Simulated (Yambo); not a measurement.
# InP (F-43m) in Yambo: a series of runs, part 2 of 3

Yambo 5.3.0. Earlier steps stand in the parts before.

### Step 3. Optical spectrum by the Bethe-Salpeter equation, PBEsol

Input file bse1.in:

```
optics
bse
bss
rim_cut
em1s
RandQpts= 1000000
RandGvec= 50 RL
Chimod= "HARTREE"
% BndsRnXs
 1 | 38 |
%
NGsBlkXs= 5 Ry
% LongDrXs
 1 | 1 | 1 |
%
BSKmod= "SEX"
BSEmod= "retarded"
BSSmod= "d"
% BSEQptR
 1 | 1 |
%
% BSEBands
 12 | 15 |
%
BSENGexx= 10 Ry
BSENGBlk= 5 Ry
% BEnRange
 0 | 10 | eV
%
% BDmRange
 0.05 | 0.05 | eV
%
BEnSteps= 150
% BLongDir
 1 | 1 | 1 |
%
BSEprop= "abs"
WRbsWF
% KfnQP_E
 0.76 | 1.0 | 1.0 |
%
```

Input file scf.in:

```
&CONTROL
  calculation = 'scf'
  prefix = 'pwscf'
  outdir = './tmp'
  pseudo_dir = './pseudo'
/
&SYSTEM
  ibrav = 0
  nat = 2
  ntyp = 2
  ecutwfc = 82
  nbnd = 20
  occupations = 'smearing'
  smearing = 'fd'
  degauss = 0.00367493
  force_symmorphic = .true.
/
&ELECTRONS
  conv_thr = 4d-10
  electron_maxstep = 120
  mixing_beta = 0.5
/
ATOMIC_SPECIES
In   114.8180 In.upf
P     30.9738 P.upf
CELL_PARAMETERS angstrom
   0.0000000000    2.9305000000    2.9305000000
   2.9305000000    0.0000000000    2.9305000000
   2.9305000000    2.9305000000    0.0000000000
ATOMIC_POSITIONS crystal
In     0.0000000000    0.0000000000    0.0000000000
P      0.7500000000    0.7500000000    0.7500000000
K_POINTS automatic
8 8 8 0 0 0
```

Input file nscf.in:

```
&CONTROL
  calculation = 'nscf'
  prefix = 'pwscf'
  outdir = './tmp'
  pseudo_dir = './pseudo'
/
&SYSTEM
  ibrav = 0
  nat = 2
  ntyp = 2
  ecutwfc = 82
  nbnd = 43
  occupations = 'fixed'
  force_symmorphic = .true.
/
&ELECTRONS
  conv_thr = 1d-08
  diago_full_acc = .true.
  diago_thr_init = 1d-06
/
ATOMIC_SPECIES
In   114.8180 In.upf
P     30.9738 P.upf
CELL_PARAMETERS angstrom
   0.0000000000    2.9305000000    2.9305000000
   2.9305000000    0.0000000000    2.9305000000
   2.9305000000    2.9305000000    0.0000000000
ATOMIC_POSITIONS crystal
In     0.0000000000    0.0000000000    0.0000000000
P      0.7500000000    0.7500000000    0.7500000000
K_POINTS automatic
6 6 6 0 0 0
```

Potentials or basis: PseudoDojo 0.4 SR PBEsol stringent.

On the command line:

```bash
OMP_NUM_THREADS=1 pw.x -in scf.in > scf.out
OMP_NUM_THREADS=1 pw.x -in nscf.in > nscf.out
cd tmp/pwscf.save; p2y; mv SAVE ../..; cd ../..
OMP_NUM_THREADS=1 yambo
mkdir -p bse1; ln -s $PWD/g0w00/ndb.RIM bse1/
OMP_NUM_THREADS=1 yambo -F bse1.in -J bse1 -C bse1_out
OMP_NUM_THREADS=1 ypp -J bse1 -C bse1_out -e s -b 1
```

Yambo's report:

```text
[... sections 02.01 to 02.04 as in the set-up run ...]

  [02.05] Energies & Occupations
  ==============================

  [X] === General ===
  [X] Electronic Temperature                        :  0.000000  0.000000 [eV K]
  [X] Bosonic    Temperature                        :  0.000000  0.000000 [eV K]
  [X] Finite Temperature mode                       : no
  [X] El. density                                   :  0.51656E+24 [cm-3]
  [X] Fermi Level                                   :  8.207087 [eV]

  [X] === Gaps and Widths ===
  [X] Conduction Band Min                           :  0.612883 [eV]
  [X] Valence Band Max                              :  0.000000 [eV]
  [X] Filled Bands                                  :  13
  [X] Empty Bands                                   :   14   43
  [X] Direct Gap                                    :  0.612883 [eV]
  [X] Direct Gap localized at k                     :  1
  [X] Indirect Gap                                  :  0.612883 [eV]
  [X] Indirect Gap between kpts                     :  1  1
  [X] Last valence band width                       :  2.829728 [eV]
  [X] 1st conduction band width                     :  2.979437 [eV]

 [03] Transferred momenta grid and indexing
 ==========================================

 [BZ sampling] Q-grid is User defined and/or read from the database

 IBZ Q-points                                      :  16
 BZ  Q-points                                      :  216

 K/Q-points units:
 rlu = crystal or reduced units; cc = cartesian coordinates; iku = interal k-units

 Q [ 1]         [rlu]:  0.000000  0.000000  0.000000
 Q [ 2]         [rlu]: -0.14276E-17 -0.14276E-17  0.16667
 Q [ 3]         [rlu]: -0.28552E-17 -0.28552E-17  0.33333
 Q [ 4]         [rlu]: -0.10839E-15 -0.52875E-16 -0.50000
 Q [ 5]         [rlu]:  0.58249E-19  0.16667      0.16667
 Q [ 6]         [rlu]:  0.10804E-16  0.16667      0.33333
 Q [ 7]         [rlu]:  0.83704E-16  0.16667      0.50000
 Q [ 8]         [rlu]: -0.10534E-16  0.16667     -0.33333
 Q [ 9]         [rlu]:  0.28552E-17  0.16667     -0.16667
 Q [10]         [rlu]:  0.11650E-18  0.33333      0.33333
 Q [11]         [rlu]:  0.25727E-17  0.33333      0.50000
 Q [12]         [rlu]:  0.57104E-17  0.33333     -0.33333
 Q [13]         [rlu]: -0.17475E-18 -0.50000     -0.50000
 Q [14]         [rlu]:  0.166667  0.333333  0.500000
 Q [15]         [rlu]:  0.166667  0.333333 -0.333333
 Q [16]         [rlu]:  0.166667 -0.500000 -0.333333

  [03.01] X + BSE indexes
  =======================

   [03.01.01] Sigma indexes
   ========================

   [WR./SAVE//ndb.kindx]-----------------------------------------------------------
    Fragmentation                                    : no
    Polarization last K ( bz)                        :  216
    Polarization last K (ibz)                        :  16
    QP states                                        :   1  16
    X grid is uniform                                : yes
    Grids (string)                                   :  X B S
    Grids (int-vector)                               :  1  1  0  1

 [04] Coloumb potential Random Integration (RIM)
 ===============================================

 Summary of Coulomb integrals for non-metallic bands |Q|[au] RIM/Bare

 Q [1] 0.100000E-4 0.995988 * Q [2] 0.163764 1.065884
 Q [5] 0.189098 1.064810 * Q [9] 0.267426 1.027704
 Q [6] 0.313584 1.020409 * Q [3] 0.327528 1.017918
 Q [10] 0.378197 1.014680 * Q [8] 0.412131 1.012308
[... 200 lines left out ...]
 [X-CG] R(p) Tot o/o(of R):   14524   70200     100
 [X-CG] R(p) Tot o/o(of R):   12014   70200     100

 [08] Bethe Salpeter Equation driver
 ===================================

  [08.01] Bethe Salpeter Equation @q1
  ===================================

   [08.01.01] Transition pre-analysis @q1
   ======================================

   [08.01.02] Transition Groups build-up @q1
   =========================================

   [BSK] Transition groups (total):  16
   [BSK] Size (resonant):   864
   [BSK]         (total):   864
   [BSK] N. of matrices :  1

   [08.01.03] Loading Dipoles @q1
   ==============================

   [08.01.04] Independent Particles properties @q1
   ===============================================

   [08.01.05] BSE Kernel @q1 (Resonant CORRRELATION EXCHANGE)
   ==========================================================

   [BSE] Exchange components :  181
   [BSE] Correlation components :   65  283

    [08.01.05.01] Screened interaction header I/O
    =============================================

    [08.01.05.02] Main kernel loop
    ==============================

    [WR./bse1//ndb.BS_Q1_CPU_0]-----------------------------------------------------
     Brillouin Zone Q/K grids (IBZ/BZ)                :   16  216   16  216
     RL vectors                                       :   5209 [WF]
     Coulomb cutoff potential                         : none
     Parallel CPUs
     Parallel Roles
     Fragmentation                                    : no
     BS kernel          wavefunctions                 : Perdew, Burke & Ernzerhof SOL(X)+Perdew, Burke & Ernzerhof SOL(C)
     Static diel. fun.  energies                      : Perdew, Burke & Ernzerhof SOL(X)+Perdew, Burke & Ernzerhof SOL(C)
     wavefunctions                                    : Perdew, Burke & Ernzerhof SOL(X)+Perdew, Burke & Ernzerhof SOL(C)
     [K] Identifier                                   :   5422
     [K] Dimension                                    :   864
     [K] Bands                                        :  12  15
     [K] Exchange                                     : yes [res]
     [K] Correlation                                  : yes [res]
     [K] Kernel`s coupling                            : no
     [K] Exchange                                     : no [cpl]
     [K] Correlation                                  : no [cpl]
     [K] W interaction is bare                        : no
     [K] ALDA kernel in R-space                       : no
     [K] RL vectors                                   :  181 [exchange]
     [K] RL vectors                                   :   65 [correlation]
     [K] E/h energy range                             : -1.000000 -1.000000 [eV]
     [K] Coupling range                               :  100.0000  100.0000 [o/o]
     [W] Interaction is diagonal                      : no
     [W] Matrix size                                  :   65
     [W] Bands                                        :    1   38
     [W] e/h energy range                             : -1.000000 -1.000000 [eV]
     [W] Poles                                        :  100.0000 [o/o]
     [W] RL vectors in the sum                        :   5209
     [W] [r,Vnl] included                             : yes
     [W] Field direction                              :  0.577350E-5  0.577350E-5  0.577350E-5
     [W] Coulomb Cutoff                               : none
     [W] Hxc Kernel                                   : HARTREE
     [RIM] RL components                              :   51 [col]
     [RIM] Random points                              :  1000000 [col]
     [SOC] Perturbative SOC                           : no
     [K] Kernel long-range exchange                   : BAR

    [08.01.05.03] Wave-Function Phases
    ==================================

    [BSE] WF phases found       :  65.72266 [o/o]

   [08.01.06] BSE solver(s) @q1
   ============================

   [08.01.07] Diago Solver @q1
   ===========================

   [WR./bse1//ndb.BS_diago_Q1]-----------------------------------------------------
    BS kernel          energies                      : Perdew, Burke & Ernzerhof SOL(X)+Perdew, Burke & Ernzerhof SOL(C)+ user defined corrections @E
    [K] Identifier                                   :   5422
    [K] Dimension                                    :   864
    [K] Bands                                        :  12  15
    [K] Exchange                                     : yes [res]
    [K] Correlation                                  : yes [res]
    [K] Kernel`s coupling                            : no
    [K] Exchange                                     : no [cpl]
    [K] Correlation                                  : no [cpl]
    [K] W interaction is bare                        : no
    [K] ALDA kernel in R-space                       : no
    [K] RL vectors                                   :  181 [exchange]
    [K] RL vectors                                   :   65 [correlation]
    [K] E/h energy range                             : -1.000000 -1.000000 [eV]
    [K] Coupling range                               :  100.0000  100.0000 [o/o]
    [W] Interaction is diagonal                      : no
    [W] Matrix size                                  :   65
    [W] Bands                                        :    1   38
    [W] e/h energy range                             : -1.000000 -1.000000 [eV]
    [W] Poles                                        :  100.0000 [o/o]
    [W] RL vectors in the sum                        :   5209
    [W] [r,Vnl] included                             : yes
    [W] Field direction                              :  0.577350E-5  0.577350E-5  0.577350E-5
    [W] Coulomb Cutoff                               : none
    [W] Hxc Kernel                                   : HARTREE
    [RIM] RL components                              :   51 [col]
    [RIM] Random points                              :  1000000 [col]
    [SOC] Perturbative SOC                           : no
    [K] Kernel long-range exchange                   : BAR
    [BSS] Eigenstates included                       : yes
    [BSS] Field direction                            :  0.577350E-5  0.577350E-5  0.577350E-5
    [BSS] Eigenstates computed                       :   864
    [BSS] Number of BSE matrices                     :  1
```

Wall time 3.9 min (1 thread of Arm Neoverse V2, shared host); peak memory 0.39 GiB.

What came out:

* Band gap on the k mesh, mean-field level: 0.61 eV, direct
* Exciton binding energy: 0.06 eV
* Lowest exciton energy: 1.31 eV
* Lowest bright exciton energy: 1.31 eV

Dielectric function (along the field direction of the input):
```
energy (eV)  real part  imaginary part
       0.27      16.13            0.12
       0.60      17.64            0.37
       0.94      22.43            1.38
       1.28      48.79           49.08
       1.61       1.99            2.26
       1.95      10.46            0.92
       2.28      17.53            1.49
       2.62      44.50           20.95
       2.95      25.78           27.52
       3.29      -3.56            2.87
       3.62      11.90            4.05
       3.96       8.57            3.95
       4.30      30.63           45.14
       4.63     -24.39           20.05
       4.97     -17.87            5.40
       5.30      -6.53            2.17
       5.64      -2.28            2.26
       5.97      -5.78            4.62
       6.31      -3.70            8.31
       6.64      -2.77            3.06
       6.98      -5.66            5.41
       7.32      -6.37            1.25
       7.65      -4.85            2.83
       7.99      -2.87            1.01
       8.32      -3.00            0.14
       8.66      -2.30            0.08
       8.99      -1.75            0.10
       9.33      -1.82            0.12
       9.66      -1.41            0.04
      10.00      -1.16            0.03
```

Lowest exciton energies (eV): 1.31, 1.31, 2.69, 2.69, 2.69, 2.73, 2.73, 2.73

Excitons:
| energy (eV) | strength (relative to the strongest) |
| --- | --- |
| 1.311 | 0.97 |
| 1.312 | 1 |
| 2.692 | 0.25 |
| 2.693 | 0.89 |
| 2.693 | 0.55 |
| 2.726 | 4e-06 |
| 2.726 | 4.2e-07 |
| 2.726 | 4.8e-06 |
| 2.732 | 2.4e-06 |
| 2.732 | 7.8e-10 |
| 2.733 | 1.4e-07 |
| 2.733 | 2.7e-06 |

Caveat: the scissor is the correction of the direct gap in an earlier G0W0 run on the same states; exciton energies and binding change strongly with the k mesh and aren't converged on this one; spectra need much finer meshes, so this one isn't converged; spin-orbit coupling is left out, which moves the levels of the heavy elements.

### Step 4. Optical spectrum by the Bethe-Salpeter equation, PBEsol

Input file bse2.in:

```
optics
bse
bss
rim_cut
em1s
RandQpts= 1000000
RandGvec= 50 RL
Chimod= "HARTREE"
% BndsRnXs
 1 | 38 |
%
NGsBlkXs= 5 Ry
% LongDrXs
 1 | 1 | 1 |
%
BSKmod= "SEX"
BSEmod= "retarded"
BSSmod= "d"
% BSEQptR
 1 | 1 |
%
% BSEBands
 11 | 16 |
%
BSENGexx= 20 Ry
BSENGBlk= 5 Ry
% BEnRange
 0 | 15 | eV
%
% BDmRange
 0.05 | 0.05 | eV
%
BEnSteps= 200
% BLongDir
 1 | 1 | 1 |
%
BSEprop= "abs"
WRbsWF
% KfnQP_E
 0.76 | 1.0 | 1.0 |
%
```

scf.in is that of step 3.

nscf.in is that of step 3.

Potentials or basis: PseudoDojo 0.4 SR PBEsol stringent.

On the command line:

```bash
OMP_NUM_THREADS=1 pw.x -in scf.in > scf.out
OMP_NUM_THREADS=1 pw.x -in nscf.in > nscf.out
cd tmp/pwscf.save; p2y; mv SAVE ../..; cd ../..
OMP_NUM_THREADS=1 yambo
mkdir -p bse2; ln -s $PWD/bse1/ndb.em1s* bse2/
mkdir -p bse2; ln -s $PWD/g0w00/ndb.RIM bse2/
OMP_NUM_THREADS=1 yambo -F bse2.in -J bse2 -C bse2_out
OMP_NUM_THREADS=1 ypp -J bse2 -C bse2_out -e s -b 1
```

Yambo's report:

```text
[... sections 02.01 to 02.04 as in the set-up run ...]

  [02.05] Energies & Occupations
  ==============================

  [X] === General ===
  [X] Electronic Temperature                        :  0.000000  0.000000 [eV K]
  [X] Bosonic    Temperature                        :  0.000000  0.000000 [eV K]
  [X] Finite Temperature mode                       : no
  [X] El. density                                   :  0.51656E+24 [cm-3]
  [X] Fermi Level                                   :  8.207087 [eV]

  [X] === Gaps and Widths ===
  [X] Conduction Band Min                           :  0.612883 [eV]
  [X] Valence Band Max                              :  0.000000 [eV]
  [X] Filled Bands                                  :  13
  [X] Empty Bands                                   :   14   43
  [X] Direct Gap                                    :  0.612883 [eV]
  [X] Direct Gap localized at k                     :  1
  [X] Indirect Gap                                  :  0.612883 [eV]
  [X] Indirect Gap between kpts                     :  1  1
  [X] Last valence band width                       :  2.829728 [eV]
  [X] 1st conduction band width                     :  2.979437 [eV]

 [03] Transferred momenta grid and indexing
 ==========================================

 IBZ Q-points                                      :  16
 BZ  Q-points                                      :  216

 K/Q-points units:
 rlu = crystal or reduced units; cc = cartesian coordinates; iku = interal k-units

[... 249 lines left out ...]
     [SOC] Perturbative SOC                           : no
     [K] Kernel long-range exchange                   : BAR

    [08.01.05.03] Wave-Function Phases
    ==================================

    [BSE] WF phases found       :  66.34115 [o/o]

   [08.01.06] BSE solver(s) @q1
   ============================

   [08.01.07] Diago Solver @q1
   ===========================

   [WR./bse2//ndb.BS_diago_Q1]-----------------------------------------------------
    BS kernel          energies                      : Perdew, Burke & Ernzerhof SOL(X)+Perdew, Burke & Ernzerhof SOL(C)+ user defined corrections @E
    [K] Identifier                                   :   6278
    [K] Dimension                                    :  1944
    [K] Bands                                        :  11  16
    [K] Exchange                                     : yes [res]
    [K] Correlation                                  : yes [res]
    [K] Kernel`s coupling                            : no
    [K] Exchange                                     : no [cpl]
    [K] Correlation                                  : no [cpl]
    [K] W interaction is bare                        : no
    [K] ALDA kernel in R-space                       : no
    [K] RL vectors                                   :   537 [exchange]
    [K] RL vectors                                   :   65 [correlation]
    [K] E/h energy range                             : -1.000000 -1.000000 [eV]
    [K] Coupling range                               :  100.0000  100.0000 [o/o]
    [W] Interaction is diagonal                      : no
    [W] Matrix size                                  :   65
    [W] Bands                                        :    1   38
    [W] e/h energy range                             : -1.000000 -1.000000 [eV]
    [W] Poles                                        :  100.0000 [o/o]
    [W] RL vectors in the sum                        :   5209
    [W] [r,Vnl] included                             : yes
    [W] Field direction                              :  0.577350E-5  0.577350E-5  0.577350E-5
    [W] Coulomb Cutoff                               : none
    [W] Hxc Kernel                                   : HARTREE
    [RIM] RL components                              :   51 [col]
    [RIM] Random points                              :  1000000 [col]
    [SOC] Perturbative SOC                           : no
    [K] Kernel long-range exchange                   : BAR
    [BSS] Eigenstates included                       : yes
    [BSS] Field direction                            :  0.577350E-5  0.577350E-5  0.577350E-5
    [BSS] Eigenstates computed                       :  1944
    [BSS] Number of BSE matrices                     :  1
```

What came out:

```
Band gap on the k mesh, mean-field level : 0.61 eV, direct
Exciton binding energy                   : 0.06 eV
Lowest exciton energy                    : 1.31 eV
Lowest bright exciton energy             : 1.31 eV
```

Dielectric function (along the field direction of the input):
| energy (eV) | real part | imaginary part |
| --- | --- | --- |
| 0.30 | 18.25 | 0.16 |
| 0.75 | 21.63 | 0.74 |
| 1.28 | 54.15 | 66.99 |
| 1.81 | 7.37 | 1.24 |
| 2.26 | 17.35 | 1.46 |
| 2.79 | -5.20 | 16.91 |
| 3.32 | -1.48 | 2.62 |
| 3.84 | 0.11 | 7.77 |
| 4.30 | 30.74 | 48.26 |
| 4.82 | -6.37 | 15.87 |
| 5.35 | -2.87 | 3.74 |
| 5.80 | 1.96 | 4.44 |
| 6.33 | -4.81 | 10.09 |
| 6.86 | -1.52 | 7.04 |
| 7.39 | -3.79 | 4.26 |
| 7.84 | -5.55 | 2.25 |
| 8.37 | -1.64 | 2.71 |
| 8.89 | -3.13 | 0.49 |
| 9.42 | -2.09 | 1.19 |
| 9.87 | -2.26 | 0.53 |
| 10.40 | -1.88 | 0.74 |
| 10.93 | -1.73 | 0.36 |
| 11.38 | -1.29 | 0.07 |
| 11.91 | -0.96 | 0.25 |
| 12.44 | -0.69 | 0.03 |
| 12.96 | -0.47 | 0.11 |
| 13.42 | -0.43 | 0.02 |
| 13.94 | -0.26 | 0.01 |
| 14.47 | -0.15 | 0.01 |
| 15.00 | -0.05 | 0.01 |

Lowest exciton energies (eV): 1.31, 1.31, 1.31, 2.69, 2.69, 2.69, 2.73, 2.73

Excitons:
```csv
energy (eV),strength (relative to the strongest)
1.311,1
1.311,0.058
1.312,0.99
2.692,0.51
2.692,0.36
2.692,0.61
2.726,3.8e-06
2.726,3.4e-06
2.726,2.6e-06
2.732,1.9e-06
2.732,1.8e-07
2.733,1.2e-07
```

Caveat: the scissor is the correction of the direct gap in an earlier G0W0 run on the same states; exciton energies and binding change strongly with the k mesh and aren't converged on this one; spectra need much finer meshes, so this one isn't converged; spin-orbit coupling is left out, which moves the levels of the heavy elements.

(Part 2 of 3 ends here.)
